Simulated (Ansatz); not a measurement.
**Generalised stacking fault in Si₂Mo**

All numbers below come from DFT PBEsol, scalar-relativistic, plane waves, PAW in Ansatz 0.2.0. Settings: plane waves to 420 eV, k-mesh 10×10×3 (Γ-centred), Gaussian smearing 0.15 eV. No spin polarisation. Energies are free energies at this smearing, counted from the undisturbed cell; pressure is positive in compression.

The starting cell (relaxed at this level; this form isn't the usual structure):

```yaml
crystal:
  lattice:
    - [-4.57444, 0.00000, 0.00000]
    - [-2.28722, -3.96158, 0.00000]
    - [0.00000, 0.00000, 13.13311]
  atoms:
    - { symbol: Si, position: [0.67166, 0.16417, 0.25002] }
    - { symbol: Si, position: [0.67166, 0.16417, 0.75002] }
    - { symbol: Si, position: [0.83583, 0.83583, 0.91668] }
    - { symbol: Si, position: [0.83583, 0.83583, 0.41668] }
    - { symbol: Si, position: [0.83583, 0.32834, 0.08335] }
    - { symbol: Si, position: [0.83583, 0.32834, 0.58335] }
    - { symbol: Si, position: [0.32834, 0.83583, 0.25002] }
    - { symbol: Si, position: [0.32834, 0.83583, 0.75002] }
    - { symbol: Si, position: [0.16417, 0.16417, 0.91668] }
    - { symbol: Si, position: [0.16417, 0.16417, 0.41668] }
    - { symbol: Si, position: [0.16417, 0.67166, 0.08335] }
    - { symbol: Si, position: [0.16417, 0.67166, 0.58335] }
    - { symbol: Mo, position: [0.50000, 0.00000, 0.08335] }
    - { symbol: Mo, position: [0.50000, 0.00000, 0.58335] }
    - { symbol: Mo, position: [0.50000, 0.50000, 0.91668] }
    - { symbol: Mo, position: [0.50000, 0.50000, 0.41668] }
    - { symbol: Mo, position: [0.00000, 0.50000, 0.25002] }
    - { symbol: Mo, position: [0.00000, 0.50000, 0.75002] }
```

The cut lies on the cell's a–b face, a (0 0 1) plane (indices in the standard cell, whose axes needn't be the Cartesian ones shown) of area 18.12 Å², between layers 2.19 Å apart. Vector c is tilted by f times 0·a + 1·b (length 4.574 Å) with the atoms' Cartesian places fixed: one unrelaxed fault a cell.

```csv
f,γ (mJ/m²),"shear traction, the slope of γ along the slip (GPa)",gap on the mesh (eV)
0.0000,0,0.0,0.04
0.1000,615,24.4,0.00
0.2000,1863,26.9,0.00
0.3000,2755,12.9,0.00
0.4000,3325,10.9,0.00
0.5000,3583,0.0,0.00
```

By symmetry 0.6000 repeats 0.4000, 0.8000 repeats 0.2000, 0.7000 repeats 0.3000, 0.9000 repeats 0.1000 in energy, with the opposite slope along the path.

Cost: 6 runs of about 15 core-minutes in all, on Arm Neoverse V1 (shared hosts).